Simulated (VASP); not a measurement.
**CuI (Marshite): relaxation of cell and atoms with PBEsol**

The system is CuI (Marshite).

```xyz
2
Lattice="0.0000 3.0390 3.0390 3.0390 0.0000 3.0390 3.0390 3.0390 0.0000" Properties=species:S:1:pos:R:3 pbc="T T T"
Cu    1.5195    1.5195    1.5195
I     0.0000    0.0000    0.0000
```

- Program: VASP 6.6.1
- Task: relaxation of cell and atoms
- Functional: PBEsol
- Potentials or basis: VASP PAW PBE potentials, release 64 (Cu, I)
- Cutoff: 600 eV
- k mesh: 8 × 8 × 8
- Occupations: gaussian, width 0.02 eV
- Spin: no spin polarisation
- Dipole correction: no
- Further INCAR settings: ALGO = Fast; EDIFF = 1e-06; IBRION = 2; EDIFFG = -0.005; NSW = 70; ISIF = 3

```json
{
  "Relaxed volume": "26.24 Å³/atom",
  "Relaxed cell": "a = 4.202 Å, b = 4.202 Å, c = 4.202 Å, α = 60.00°, β = 60.00°, γ = 60.00°",
  "Space group after relaxing (to 0.05 Å)": "F-43m (No. 216)",
  "Energy gained by relaxing": "16.7 meV/atom",
  "Ionic steps": "4",
  "Pressure after relaxing": "0.0 GPa",
  "Band gap on the k mesh": "1.19 eV, direct"
}
```

The path:
```csv
step,energy change (eV),largest force (eV/Å),pressure (GPa),volume (Å³)
1,0.0000,0.0000,-2.80,56.13
2,-0.0332,0.0000,0.49,52.25
3,-0.0333,0.0000,-0.39,52.67
4,-0.0334,0.0000,0.00,52.48
```

Final structure:
```
CELL_PARAMETERS angstrom
0.00000 2.97158 2.97158
2.97158 0.00000 2.97158
2.97158 2.97158 0.00000
ATOMIC_POSITIONS crystal
Cu 0.25000 0.25000 0.25000
I 0.00000 0.00000 0.00000
```

Levels at points of the mesh, in eV from the valence-band top:
```
           k point  band 5  band 6  band 7  band 8  band 9  band 10  band 11  band 12  band 13
(0.00, 0.00, 0.00)   -2.13   -2.13    0.00    0.00    0.00     1.19     4.76     4.76     4.76
(0.50, 0.00, 0.00)   -2.10   -2.10   -2.06   -0.82   -0.82     2.13     5.31     5.31     7.33
(0.50, 0.50, 0.00)   -2.18   -2.07   -2.04   -1.74   -1.74     2.48     2.81     9.50    10.02
```

It took 62 s on 1 thread of Intel(R) Xeon(R) Platinum 8488C (Sapphire Rapids), on a shared host, peak memory 0.22 GiB.

Caveat: the PAW data sets were made with another functional, which shifts forces and pressure a little; spin-orbit coupling is left out, which moves the levels of the heavy elements. Expect the measured gap to be larger: semilocal functionals such as PBEsol lack the derivative discontinuity.
